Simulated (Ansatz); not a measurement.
## Which of these structures of Cs lies lowest?

The calculation used DFT, LDA, all-electron LAPW, scalar-relativistic (Ansatz 0.2.0).

Each cell is taken as listed (from a database or a relaxation; residual pressures are under 0.6 GPa and forces under 0.08 eV/Å), on meshes of about 0.2 Å⁻¹ spacing; energies are extrapolated to zero smearing, with no zero-point or thermal terms. Other structures, the observed one among them, may be missing from this set and lie lower. No run is spin-polarised.

No spin–orbit coupling, which matters for the heavy atoms here.

Q: Order the structures by energy per atom, lowest first, and give the differences.
A.
```
Cs
1.0
    -3.02250    3.02250    3.02250
     3.02250   -3.02250    3.02250
     3.02250    3.02250   -3.02250
Cs
1
Direct
  0.00000 0.00000 0.00000
```
(COD 9011010, measured; 9×9×9 mesh on the primitive cell, smearing 0.05 eV, P = -0.3 GPa)
B.
Space group I4_1/amd:1 (No. 141). a = 5.108 Å, b = 5.108 Å, c = 19.192 Å, α = 90.00°, β = 90.00°, γ = 90.00°
| atom | site | symmetry | x | y | z |
| --- | --- | --- | --- | --- | --- |
| Cs | 4b | -4m2 | 0.5000 | 0.0000 | 0.2500 |
(MP-relaxed cell mp-3; 9×9×9 mesh on the primitive cell, smearing 0.03 eV, P = -0.3 GPa)
C.
Space group Fm-3m (No. 225). a = 7.897 Å, b = 7.897 Å, c = 7.897 Å, α = 90.00°, β = 90.00°, γ = 90.00°
```json
{"atom": "Cs", "site": "4a", "symmetry": "m-3m", "x": "0.0000", "y": "0.0000", "z": "0.0000"}
```
(MP-relaxed cell mp-1055940; 8×8×8 mesh on the primitive cell, smearing 0.08 eV, P = -0.4 GPa)
D.
```cif
data_structure
_symmetry_space_group_name_H-M 'C2/m'
_symmetry_Int_Tables_number 12
_cell_length_a 6.0380
_cell_length_b 8.6763
_cell_length_c 5.1101
_cell_angle_alpha 90.000
_cell_angle_beta 120.258
_cell_angle_gamma 90.000
_cell_volume 231.23
loop_
_atom_site_label
_atom_site_type_symbol
_atom_site_symmetry_multiplicity
_atom_site_Wyckoff_symbol
_atom_site_fract_x
_atom_site_fract_y
_atom_site_fract_z
_atom_site_occupancy
Cs1 Cs 2 c 0.00000 0.00000 0.50000 1
```
(MP-relaxed cell mp-1096915; 9×9×9 mesh on the primitive cell, smearing 0.08 eV, P = -0.3 GPa)

A: A (0 meV/atom), D (15 meV/atom), C (30 meV/atom), B (73 meV/atom).
